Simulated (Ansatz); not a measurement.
**TiC: stress in a strained cell**

TiC is deformed so: equal xx and yy strain of +2 %. What stress and forces result, by LAPW, PAW and all-electron datasets made for the crystal?

Computed with Ansatz 0.2.0 (DFT PBE, scalar-relativistic, unless a step's input says otherwise).

**1. The starting structure**

It takes space group Fm-3m (No. 225, cubic). Conventional cell: a = 4.328 Å, b = 4.328 Å, c = 4.328 Å, α = 90.00°, β = 90.00°, γ = 90.00°. Around Ti (site symmetry m-3m) lie 6 C at 2.16 Å. C (site symmetry m-3m) is surrounded by 6 Ti at 2.16 Å.

Structure file:

```cif
data_structure
_symmetry_space_group_name_H-M 'P 1'
_symmetry_Int_Tables_number 1
_cell_length_a 3.0604
_cell_length_b 3.0604
_cell_length_c 3.0604
_cell_angle_alpha 60.000
_cell_angle_beta 60.000
_cell_angle_gamma 60.000
_cell_volume 20.27
loop_
_atom_site_label
_atom_site_type_symbol
_atom_site_fract_x
_atom_site_fract_y
_atom_site_fract_z
_atom_site_occupancy
Ti1 Ti 0.00000 0.00000 0.00000 1
C1 C 0.50000 0.50000 0.50000 1
```

Atoms are numbered in the order of the input: Ti1, C2.

**2. The deformed structure**

Space group Fm-3m before, I4/mmm after.

**3. All-electron LAPW**

Input file input.yaml:

```yaml
crystal:
  lattice:
    - [0.0, 2.20728, 2.164]
    - [2.20728, 0.0, 2.164]
    - [2.20728, 2.20728, 0.0]
  atoms:
    - { symbol: Ti, position: [0.0, 0.0, 0.0] }
    - { symbol: C, position: [0.5, 0.5, 0.5] }
kpoints:
  mp_grid: { grid: [16, 16, 16] }
  band_path:
    path:
      - [0.0, 0.0, 0.0]
      - [0.0, 0.5, 0.5]
      - [0.25, 0.75, 0.5]
      - [0.0, 0.5, 0.0]
      - [0.0, 0.0, 0.0]
      - [0.5, 0.5, 0.0]
      - [0.38005, 0.61995, 0.0]
      - [-0.38005, 0.38005, 0.0]
      - [0.0, 0.0, 0.0]
    npoints: 5
scf:
  occupations: { method: fermi_dirac, width: 0.03 }
hamiltonian:
  xc: pbe
  pseudopotentials: { kind: all_electron, lapw: { basis_error: 0.001 } }
output:
  forces: true
  stress: true
  eigenvalues: true
```

Started as:

```bash
ansatz run input.yaml --threads 1 --pin off --max-ram 3072MiB --backend cpu --events-out ev --progress --plain --runs-dir out
```

**4. PAW with frozen cores**

Input file input.yaml:

```yaml
crystal:
  lattice:
    - [0.0, 2.20728, 2.164]
    - [2.20728, 0.0, 2.164]
    - [2.20728, 2.20728, 0.0]
  atoms:
    - { symbol: Ti, position: [0.0, 0.0, 0.0] }
    - { symbol: C, position: [0.5, 0.5, 0.5] }
kpoints:
  mp_grid: { grid: [16, 16, 16] }
scf:
  occupations: { method: fermi_dirac, width: 0.03 }
hamiltonian:
  xc: pbe
  pseudopotentials: { kind: paw }
output:
  forces: true
  stress: true
  eigenvalues: true
  efg: { contact_densities: true }
```

**5. All-electron PAW on datasets made for the crystal**

input.yaml, as its differences from that of step 4:

```diff
@@ -14,3 +14,3 @@
   xc: pbe
-  pseudopotentials: { kind: paw }
+  pseudopotentials: { kind: all_electron, datasets: crystal }
 output:
```

(Steps that only read results are left out.)

**Question.** What will these runs give? Wanted: pressure; largest shear or deviatoric stress.

**Answer**, as computed:

| quantity | value |
| --- | --- |
| pressure | LAPW -8.28, PAW -8.25, crystal datasets -8.28 GPa |
| largest shear or deviatoric stress (LAPW) | 4.32 GPa |

The largest part of the stress beyond the pressure is 4.32 GPa in size, in the zz component; the atoms are carried along and not relaxed. No run of the undeformed cell stands beside it, so the pressure holds what the given cell had before the change. PAW: stress within 0.03 GPa of LAPW. Crystal datasets: stress within 0.01 GPa of LAPW.
